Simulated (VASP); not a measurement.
Write the native input for VASP 6.6.1 that does the following.

```
Task                   : single point
Functional             : PBEsol
Potentials or basis    : VASP PAW PBE potentials, release 64 (Sc_sv)
Cutoff                 : 520 eV
k mesh                 : 14 × 14 × 14
Occupations            : fermi-dirac, width 0.1 eV
Spin                   : no spin polarisation
Dipole correction      : no
Further INCAR settings : ALGO = Normal; EDIFF = 1e-06; NBANDS = 18
```

The structure of Sc lies in POSCAR:

```
Sc
1.0
    0.0000000000      3.1498198357      3.1498198357
    3.1498198357      0.0000000000      3.1498198357
    3.1498198357      3.1498198357      0.0000000000
Sc
2
Direct
    0.1250000000      0.1250000000      0.1250000000
    0.8750000000      0.8750000000      0.8750000000
```

This isn't the form of Sc at room conditions, which is hcp.

The input as run:

INCAR

```
  PREC = Accurate
  ENCUT = 520
  EDIFF = 1E-6
  ISMEAR = -1
  SIGMA = 0.1
  LREAL = False
  LASPH = True
  NELM = 80
  ALGO = Normal
  ISIF = 2
  LWAVE = False
  LCHARG = False
  GGA = PS
  NBANDS = 18
```

KPOINTS

```
regular mesh
0
Gamma
  14 14 14
```

Potentials or basis: VASP PAW PBE potentials, release 64 (Sc_sv).

Command:

```bash
$ cat potpaw_PBE.64/Sc_sv/POTCAR > POTCAR
$ mpirun -np 1 vasp_std > vasp.out
```

Results of the run:

```yaml
Pressure: 0.0 GPa
Band_gap_on_the_k_mesh: none (metal or under the smearing width)
```

Caveat: the PAW data sets were made with another functional, which shifts forces and pressure a little.

Wall time 120 s on 1 thread of Intel(R) Xeon(R) Platinum 8488C (Sapphire Rapids), with other jobs on the host, peak memory 0.25 GiB.
